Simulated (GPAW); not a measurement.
CoO:

```
Co O
1.0
     0.00000    2.13150    2.13150
     2.13150    0.00000    2.13150
     2.13150    2.13150    0.00000
Co O
1 1
Direct
  0.00000 0.00000 0.00000
  0.50000 0.50000 0.50000
```

- Program: GPAW 26.7.0
- Task: single point
- Functional: PBEsol
- Potentials or basis: PAW data sets generated in the run's folder for this functional
- Cutoff: 800 eV
- Basis: pw
- k mesh: 11 × 11 × 11
- Occupations: fermi-dirac, width 0.05 eV
- Spin: collinear spin, ferromagnetic start
- Starting moments: [2.0, 0.0] μB

On this cell: pressure -10.0 GPa; largest force zero by symmetry; net moment 2.96 μB per cell; site moments Co +2.53; O +0.25 μB; band gap on the k mesh none (metal or under the smearing width).

The same run follows on a disturbed copy (atoms moved at random, drawn with an rms of 0.05 Å):

```
CELL_PARAMETERS angstrom
0.00000 2.13150 2.13150
2.13150 0.00000 2.13150
2.13150 2.13150 0.00000
ATOMIC_POSITIONS crystal
Co 0.99261 0.00830 0.01507
O 0.49712 0.51716 0.49531
```

**Question.** What changes?

**Answer.** The energy (extrapolated to zero smearing) moves by +0.1 meV/atom; pressure -9.8 GPa; largest force 0.010 eV/Å; net moment 2.96 μB per cell; site moments Co +2.54; O +0.25 μB; band gap on the k mesh none (metal or under the smearing width).

Forces on the atoms (eV/Å):
```
Co  -0.004 -0.007  0.005
O    0.004  0.007 -0.005
```

Stress tensor (GPa, compression positive):
```
-9.89 -0.07  0.06
-0.07 -9.72  0.09
 0.06  0.09 -9.80
```

Caveats: a cell with one magnetic atom can't hold antiferromagnetic order, which such compounds often take; semilocal functionals often make such compounds metallic where correlation or magnetic order opens a gap, which also shifts bond lengths.
